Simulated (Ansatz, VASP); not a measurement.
# AlN: VASP beside Ansatz, part 3 of 3

Aim: how closely do two programs agree when they are given the same cell, functional and k mesh? The cell is taken from a series of runs on this material, whose earlier steps may have relaxed, scaled, displaced or heated it; both programs get it as it stands.

VASP 6.6.1 and Ansatz 0.2.0.

So far: The starting structure; Ansatz: zone-centre phonons, LDA, pair 1; VASP: zone-centre phonons, LDA, pair 1; Comparison.

## Step 5: VASP: zone-centre phonons, LDA, pair 2

Level of this step: LDA; plane waves and PAW (N, Al) (VASP).

Second derivatives magnify differences that forces hide, and they need a tight electronic threshold. The cell compared in this pair holds 20.80 Å³, against 20.64 Å³ for the pair before.

Input file INCAR:

```
SYSTEM = AlN
PREC = Accurate
ENCUT = 600
EDIFF = 1E-08
NELM = 120
ISMEAR = 0
SIGMA = 0.01
LREAL = .FALSE.
ALGO = Normal
GGA = PW92
NBANDS = 10
LORBIT = 11
LWAVE = .FALSE.
LCHARG = .FALSE.
ISIF = 2
IBRION = 8
LEPSILON = .TRUE.
LASPH = .TRUE.
GGA_COMPAT = .FALSE.
EFERMI = MIDGAP
KPAR = 2
```

Input file POSCAR:

```
AlN
1.0
    0.0000000000      2.2144654579      2.1204586692
    2.2144654579      0.0000000000      2.1204586692
    2.2144654579      2.2144654579      0.0000000000
N Al
1 1
Direct
    0.2500000000      0.2500000000      0.2500000000
    0.0000000000      0.0000000000      0.0000000000
```

Input file KPOINTS:

```
Automatic mesh
0
Gamma
12 12 12
0 0 0
```

The projector-augmented-wave data sets are N and Al (LDA family, release 64).

Run with:

```
mpirun -np 2 vasp_std
```

Numbers of over 12 decimals in the logs are rounded to 6 here.

What it wrote:

```text
[banner, memory and clock lines left out]
running    2 mpi-ranks, on    1 nodes
[...]
[... a notice as in an earlier step ...]

 LDA part: xc-table for (Slater(with rela. corr.)+PW92), standard interpolation
 POSCAR, INCAR and KPOINTS ok, starting setup
[...]
entering main loop
       N       E                     dE             d eps       ncg     rms          rms(c)
DAV:   1     0.116343145132E+02    0.11634E+02   -0.43756E+03  3292   0.765E+02
DAV:   2    -0.180299447223E+02   -0.29664E+02   -0.28359E+02  3896   0.138E+02
DAV:   3    -0.189115791967E+02   -0.88163E+00   -0.88046E+00  3836   0.236E+01
DAV:   4    -0.189154728487E+02   -0.38937E-02   -0.38935E-02  3672   0.187E+00
[...]
DAV:  10    -0.163736927066E+02   -0.19785E-04   -0.66235E-05  3496   0.627E-02    0.412E-02
DAV:  11    -0.163736912451E+02    0.14615E-05   -0.13334E-06  3652   0.919E-03    0.857E-03
DAV:  12    -0.163736912391E+02    0.59694E-08   -0.38205E-08  3768   0.165E-03
   1 F= -.16373691E+02 E0= -.16373691E+02  d E =0.000000E+00
[...]
force on displaced ion       2 direction 1 : -14.751  -0.000   0.000
 Born effective charge ion    2 direction 1 :   2.545   0.000   0.000
 Linear response progress:
  Degree of freedom:   4/  4
       N       E                     dE             d eps       ncg     rms          rms(c)
RMM:   1    -0.576779660277E-02   -0.57678E-02   -0.46458E-03 12970   0.659E-01
RMM:   2    -0.523231863229E-02    0.53548E-03   -0.20985E-04  8593   0.114E-01    0.857E-02
RMM:   3    -0.513628431286E-02    0.96034E-04   -0.45369E-05  8975   0.469E-02    0.467E-02
RMM:   4    -0.514107125035E-02   -0.47869E-05   -0.38760E-05  8913   0.445E-02    0.745E-03
RMM:   5    -0.513934488896E-02    0.17264E-05   -0.76110E-07  9103   0.690E-03    0.730E-04
RMM:   6    -0.513824202879E-02    0.11029E-05   -0.61831E-09  9135   0.615E-04    0.330E-04
RMM:   7    -0.513726560840E-02    0.97642E-06   -0.29483E-09  9234   0.385E-04    0.270E-05
RMM:   8    -0.513727827174E-02   -0.12663E-07   -0.34824E-11  9376   0.353E-05    0.104E-05
RMM:   9    -0.513727433054E-02    0.39412E-08   -0.95869E-11  9711   0.896E-06    0.699E-07
 first order change of Fermi-energy   0.11990E-03
 force on displaced ion       2 direction 3 :   0.000   0.000 -13.839
 Born effective charge ion    2 direction 3 :   0.000   0.000   2.521
 Born effective charges drift removed
 Linear response finished
```

Parts of OUTCAR (step 5):

```text
  Total       -0.6258081     -0.6258081      0.0381920      0.0000000      0.0000000      0.0000000
  in kB      -48.2118892    -48.2118892      2.9422886      0.0000000      0.0000000      0.0000000
  external PRESSURE =     -31.1604966 kB  Pullay stress =       0.0000000 kB

 POSITION                                       TOTAL-FORCE (eV/Angst)
 -----------------------------------------------------------------------------------
      1.10723      1.10723      1.06023        -0.000000     -0.000000      0.000000
      0.00000      0.00000      0.00000         0.000000      0.000000     -0.000000
 -----------------------------------------------------------------------------------
    total drift:                                0.000001      0.000001     -0.000000

 MACROSCOPIC STATIC DIELECTRIC TENSOR (including local field effects in DFT)
 ------------------------------------------------------
           4.557474     0.000000     0.000000
           0.000000     4.557474     0.000000
           0.000000     0.000000     4.598903
 ------------------------------------------------------

 MACROSCOPIC STATIC DIELECTRIC TENSOR IONIC CONTRIBUTION
 ------------------------------------------------------
           3.819745     0.000000     0.000000
           0.000000     3.819745     0.000000
           0.000000     0.000000     3.996046
 ------------------------------------------------------

[... 1 part as in an earlier step ...]

[... 1 further part left out ...]
```

## Step 6: Ansatz: zone-centre phonons, LDA, pair 2

The same cell, functional (in two slightly different forms) and mesh now go to Ansatz, which takes its cutoff from its data sets.

The cell is taken from a series of runs on this material, whose earlier steps may have relaxed, scaled, displaced or heated it; both programs get it as it stands.

Input file input.yaml:

```yaml
crystal:
  lattice:
    - [0.0, 2.2144654579, 2.1204586692]
    - [2.2144654579, 0.0, 2.1204586692]
    - [2.2144654579, 2.2144654579, 0.0]
  atoms:
    - { symbol: "N", position: [0.25, 0.25, 0.25] }
    - { symbol: Al, position: [0.0, 0.0, 0.0] }
kpoints:
  mp_grid: { grid: [12, 12, 12] }
hamiltonian:
  xc: lda
  pseudopotentials: { kind: paw, azcp: { folder: soft_1 }, xc_functional: pbe }
scf:
  occupations: { method: fixed }
output:
  eigenvalues: true
phonons:
  method: dfpt
  dielectric: true
  rigid_motions: translations
```

Run with:

```
ansatz run input.yaml --threads 4 --pin off --max-ram 10240MiB --backend cpu --events-out ev --progress --plain --runs-dir out
```

What it wrote:

```text
[...]
Crystal: 2 atoms, lattice volume = 20.797 Å³
Basis set: ecut = 420 eV, 395 PW (Γ), exchange–correlation on 48×48×48 points (8 copies of the dense FFT grid, shifted against one another)
Bands: 8, of which v1, the nominal top of the filled ones, is band 4 counted from 1 (3 counted from 0)
Symmetry: 8 space group operations
k-points: 868 of 1728 (irreducible under 1 space group operation, time reversal used)
[...]
optical modes at Γ + LO–TO along q̂ = [1.0000, 0.0000, 0.0000]:
      ω (cm⁻¹)  modes    IR ((D/Å)²/amu)
[...]
optical modes at Γ + LO–TO along q̂ = [0.0000, 1.0000, 0.0000]:
      ω (cm⁻¹)  modes    IR ((D/Å)²/amu)
[...]
654.59      1            16.3918
        892.70      1            16.3918
  optical modes at Γ + LO–TO along q̂ = [0.0000, 0.0000, 1.0000]:
      ω (cm⁻¹)  modes    IR ((D/Å)²/amu)
        654.59      2            32.7837
        871.76      1            16.0593
[key lines of the parts left out:]
SCF converged after 8 iterations
Free energy (F): -889.797737 eV
Fermi energy:    6.806783 eV
```

## Step 7: Comparison

The two programs side by side:

```
                                     quantity  Ansatz   VASP  difference
                                        ε∞ xx    4.56   4.56     +0.12 %
                                        ε∞ yy    4.56   4.56     +0.12 %
                                        ε∞ zz    4.60   4.60     +0.09 %
 Born charge of N1 (mean of the diagonal) (e)   -2.55  -2.54       -0.01
Born charge of Al2 (mean of the diagonal) (e)    2.55   2.54       +0.01
                        optical mode 1 (cm⁻¹)   634.2  639.0     -0.76 %
                   optical mode 2 to 3 (cm⁻¹)   654.6  659.7     -0.77 %
```

Modes are paired by rising frequency, not by their patterns, so a pair may set unlike modes beside each other; they are those without the splitting of longitudinal modes.

## Step 8: Summary of results

```yaml
r_m_s_difference_of_the_optical_zone_centre_modes_each_program_s_sorted_by_frequency_zone_centre_phonons_lda_pair_1: 5.1 cm⁻¹
difference_in_optical_mode_2_to_3_zone_centre_phonons_lda_pair_1: -0.8 %
r_m_s_difference_of_the_optical_zone_centre_modes_each_program_s_sorted_by_frequency_zone_centre_phonons_lda_pair_2: 5.0 cm⁻¹
difference_in_optical_mode_2_to_3_zone_centre_phonons_lda_pair_2: -0.8 %
```

**Reading.** The r.m.s. difference of the optical zone-centre modes, each program's sorted by frequency is 5.1 cm⁻¹ (zone-centre phonons, LDA, pair 1). Among the rows given in per cent, the largest difference of the zone-centre phonons, LDA, pair 1 pair is in optical mode 2 to 3, -0.8 %. Among the rows given in per cent, the largest difference of the zone-centre phonons, LDA, pair 2 pair is in optical mode 2 to 3, -0.8 %. Such differences can come from data sets, numerical settings and the points named under the comparisons, not from the functional's error against experiment.

[Lines on the potential files, build, host, timing and source positions are cut from VASP's logs without a mark.]

[Logs are printed without paths, hosts, clocks, repeated set-up lines and the standing remarks that a program may print on its own settings, such as how far it seeks lower states.]

[Hosts, paths, dates, database ids (printed as entryN), source tags and the programs' standing remarks are cut or masked in the printed files.]
